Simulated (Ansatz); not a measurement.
# Na: the cost of one run

Program: Ansatz 0.2.0. Level of theory: DFT PBE, scalar-relativistic. These are calculated values, not measurements.

## (1) The starting structure

The structure is cubic, space group Im-3m (No. 229). The conventional cell has a = 4.235 Å, b = 4.235 Å, c = 4.235 Å, α = 90.00°, β = 90.00°, γ = 90.00°. Na (site symmetry m-3m) has 8 Na at 3.67 Å as nearest neighbours.

As a file:

```
CELL_PARAMETERS angstrom
-2.11750 2.11750 2.11750
2.11750 -2.11750 2.11750
2.11750 2.11750 -2.11750
ATOMIC_POSITIONS crystal
Na 0.00000 0.00000 0.00000
```

## (2) The deformed structure

Space group Im-3m before, I4/mmm after.

## (3) All-electron LAPW

Contents of input.yaml:

```yaml
crystal:
  lattice:
    - [-2.07515, 2.07515, 2.1175]
    - [2.07515, -2.07515, 2.1175]
    - [2.07515, 2.07515, -2.1175]
  atoms:
    - { symbol: Na, position: [0.0, 0.0, 0.0] }
kpoints:
  mp_grid: { grid: [12, 12, 12] }
  band_path:
    path:
      - [0.0, 0.0, 0.0]
      - [0.0, 0.0, 0.5]
      - [0.25, 0.25, 0.25]
      - [0.0, 0.5, 0.0]
      - [0.0, 0.0, 0.0]
      - [0.5, 0.5, -0.5]
      - [0.4901, 0.5099, -0.4901]
      - [-0.4901, 0.4901, 0.4901]
      - [0.0, 0.0, 0.0]
    npoints: 5
scf:
  occupations: { method: fermi_dirac, width: 0.05 }
hamiltonian:
  xc: pbe
  pseudopotentials: { kind: all_electron, lapw: { basis_error: 0.00025 } }
output:
  forces: true
  stress: true
  eigenvalues: true
```

Started as:

```console
> ansatz run input.yaml --threads 1 --pin off --max-ram 3072MiB --backend cpu --events-out ev --progress --plain --runs-dir out
```

**Question.** How long does this run take on 1 thread of AMD EPYC 7B13 (Zen 3), shared host, and how much memory does it need?

About 5.3 s, with a peak of 0.29 GiB.
